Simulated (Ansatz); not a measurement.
WSe₂, one cell by several methods

```xyz
6
Lattice="3.2900 0.0000 0.0000 -1.6450 2.8492 0.0000 0.0000 0.0000 12.9700" Properties=species:S:1:pos:R:3 pbc="T T T"
W     0.0000    1.8995    3.2425
W     1.6450    0.9497    9.7275
Se    0.0000    1.8995    8.0544
Se    1.6450    0.9497    1.5694
Se    0.0000    1.8995   11.4006
Se    1.6450    0.9497    4.9156
```

Atom numbers follow the list: W1, W2, Se3, Se4, Se5, Se6.

The cell is COD entry 9009146, as deposited and not checked against the literature; nothing was relaxed.

No spin–orbit coupling, which matters for the heavy atoms here.

All numbers are computed: DFT, PBE, PAW with Ansatz's default frozen-core files, scalar-relativistic (Ansatz 0.2.0); DFT, PBE, all-electron PAW with datasets made for the crystal, scalar-relativistic (Ansatz 0.2.0); DFT, PBE, all-electron LAPW, scalar-relativistic (Ansatz 0.2.0).

For PAW: a Γ-centred 11×11×3 k mesh, Fermi–Dirac smearing of 0.08 eV, cutoff 420 eV, no spin polarisation. The crystal-made all-electron datasets (AE datasets) take a cutoff of 300 eV at this cell. LAPW targets a basis error of 0.5 meV/atom. The Ansatz runs share mesh, smearing and spin set-up. Plane-wave (PAW) pressures include the program's estimate of the Pulay term.

Stress and pressure are positive in compression.

Levels count from the top of the valence band.

```tsv
quantity	PAW	AE datasets	LAPW
pressure (GPa)	3.71	3.75	3.75
stress xx (GPa)	3.38	3.42	3.43
stress zz (GPa)	4.36	4.40	4.40
force on Se3, z (eV/Å)	-0.169	-0.174	-0.173
band gap (eV)	0.951	0.953	0.953
highest filled level at A (eV)	-0.217	-0.216	-0.216
lowest empty level at A (eV)	2.644	2.646	2.646
highest filled level at Γ (eV)	0.000	0.000	0.000
lowest empty level at Γ (eV)	2.639	2.641	2.641
highest filled level at L (eV)	-1.236	-1.234	-1.234
lowest empty level at L (eV)	2.143	2.147	2.147
```

PAW's pressure differs from the LAPW value by -0.04 GPa.
